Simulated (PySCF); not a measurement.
**Reproducing measurements on cyclobutene**

**What was measured.**

NIST CCCBDB Release 22 (SRD 101), experimental dipoles lists, for the gas: dipole moment (microwave Stark effect) 0.132 D.

The results are set against them at the end.

Cyclobutene, C4H6.
SMILES with atom numbers: `[CH:1]1=[CH:2][CH2:3][CH2:4]1` (hydrogens: H5 on C1; H6 on C2; H7, H8 on C3; H9, H10 on C4)

Cartesian coordinates in Å at the PBE0-D3(BJ)/def2-TZVP level; atoms count from 1:
```xyz
10
C4H6 angstrom
C      0.9673    0.4463   -0.4126
C     -0.0254    1.1229    0.1674
C     -0.8687   -0.1028    0.4132
C      0.2907   -0.8933   -0.2654
H      1.9189    0.7378   -0.8422
H     -0.1833    2.1722    0.3890
H     -1.0446   -0.3569    1.4619
H     -1.8221   -0.1402   -0.1204
H      0.0202   -1.3947   -1.1987
H      0.7953   -1.6141    0.3838
```

The PySCF runs (gas phase, on this PBE0-D3(BJ)/def2-TZVP geometry; no spin–orbit coupling):

```
                              level                                                                                                                            job  basis functions  wall time
PBE0-D3(BJ)/def2-TZVP, grid level 2                                                                   geometry optimisation from a GFN2-xTB start shaken at random              160       65 s
                      PBE0/pcSseg-2                             shieldings, ring-centre shieldings, charges and field gradients, density and orbital grids written              228       22 s
              CAM-B3LYP/aug-cc-pVTZ                                                             10 singlets by full TDDFT, 4 Tamm–Dancoff triplets, polarisability              322       32 s
                   PBE0/aug-cc-pVTZ  10 singlets by full TDDFT, 4 Tamm–Dancoff triplets, polarisability, dynamic polarisability, density and orbital grids written              322       33 s
                wB97X-D/aug-cc-pVTZ                                                  10 singlets by full TDDFT, 4 Tamm–Dancoff triplets, polarisability, ΔSCF ions              322       54 s
```

Hardware: one thread, Intel Xeon Platinum 8488C (x86_64) (shared host).

**Comparison with experiment**

**Dipole moment.** Measured: 0.132 D (NIST CCCBDB Release 22 (SRD 101), experimental dipoles).

| level | computed (D) | computed − measured (D) |
| --- | --- | --- |
| PBE0-D3(BJ)/def2-TZVP | 0.154 | +0.022 |
| PBE0/pcSseg-2 | 0.184 | +0.052 |
| CAM-B3LYP/aug-cc-pVTZ | 0.148 | +0.016 |
| PBE0/aug-cc-pVTZ | 0.164 | +0.032 |
| wB97X-D/aug-cc-pVTZ | 0.151 | +0.019 |

All 5 levels lie above the measurement. The computed dipoles belong to one fixed geometry; measured ones are averaged over vibrations unless marked μe. Magnitudes are compared, not signs.

No measured geometry was used, and the causes of the misses weren't examined.
